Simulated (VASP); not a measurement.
VASP 6.6.1 run: ZnSe

INCAR

```
ISMEAR = 2
PREC = Accurate
LDAUJ = 0 0
NSW = 0
LASPH = .TRUE.
NBANDS = 49
LREAL = .FALSE.
NELM = 87
ENCUT = 520
LDAU = .TRUE.
LWAVE = .FALSE.
SIGMA = 0.05
ISIF = 2
LDAUL = 2 -1
EDIFF = 1E-7
GGA = PE
LMAXMIX = 4
IBRION = -1
LDAUU = 5.0 0
LCHARG = .FALSE.
LDAUTYPE = 2
```

KPOINTS

```
KPOINTS created by Atomic Simulation Environment
0
Gamma
8 8 8
0 0 0
```

POSCAR

```
Zn Se
 1.0000000000000000
     0.0000000000000000    2.8749069950999999    2.7824172340000000
     2.8749069950999999    0.0000000000000000    2.7824172340000000
     2.8749069950999999    2.8749069950999999    0.0000000000000000
 Zn  Se
   1   1
Cartesian
  0.0000000000000000  0.0000000000000000  0.0000000000000000
  1.4374534975500000  1.4374534975500000  1.3912086170000000
```

The recommended PBE PAW datasets give the neutral cell 18 valence electrons.

Command

```
mpirun -np 1 vasp_std
```

Q: Predict the outcome of this run.

A: It converged. Results: gap between bands v and c on the k mesh 1.44 eV; least direct gap on the k mesh 1.44 eV; pressure 0.5 GPa. Band v is the last that the valence electrons fill when counted band by band, and c is the next.

OSZICAR

```
N       E                     dE             d eps       ncg     rms          rms(c)
DAV:   1     0.143373307889E+03    0.14337E+03   -0.60575E+03  6556   0.426E+02
DAV:   2     0.104745552556E+02   -0.13290E+03   -0.10899E+03  5999   0.148E+02
DAV:   3    -0.555730617137E+01   -0.16032E+02   -0.15616E+02  7054   0.417E+01
DAV:   4    -0.586444958827E+01   -0.30714E+00   -0.30683E+00  6776   0.576E+00
DAV:   5    -0.586483426518E+01   -0.38468E-03   -0.38467E-03  6604   0.187E-01    0.545E+00
DAV:   6    -0.565789697005E+01    0.20694E+00   -0.76929E-02  7120   0.410E+00    0.386E+00
DAV:   7    -0.563913035154E+01    0.18767E-01   -0.32385E-02  6620   0.762E-01    0.144E+00
DAV:   8    -0.564077500285E+01   -0.16447E-02   -0.31511E-03  6649   0.240E-01    0.340E-01
DAV:   9    -0.564104401741E+01   -0.26901E-03   -0.81951E-04  6699   0.914E-02    0.681E-02
DAV:  10    -0.564112850450E+01   -0.84487E-04   -0.66611E-05  6752   0.314E-02    0.198E-02
DAV:  11    -0.564113624385E+01   -0.77394E-05   -0.59079E-06  6794   0.166E-02    0.512E-03
DAV:  12    -0.564113738185E+01   -0.11380E-05   -0.75004E-07  6626   0.326E-03    0.155E-03
DAV:  13    -0.564113748646E+01   -0.10461E-06   -0.89767E-08  6788   0.941E-04    0.682E-04
DAV:  14    -0.564113753650E+01   -0.50042E-07   -0.46124E-09  5714   0.196E-04
   1 F= -.56411375E+01 E0= -.56411375E+01  d E =-.256702E-28
```

For comparison, a separate PBE run of the intended cell, on usual settings and not on those above, gives a gap of 1.17 eV on its mesh and a pressure of 1.6 GPa.
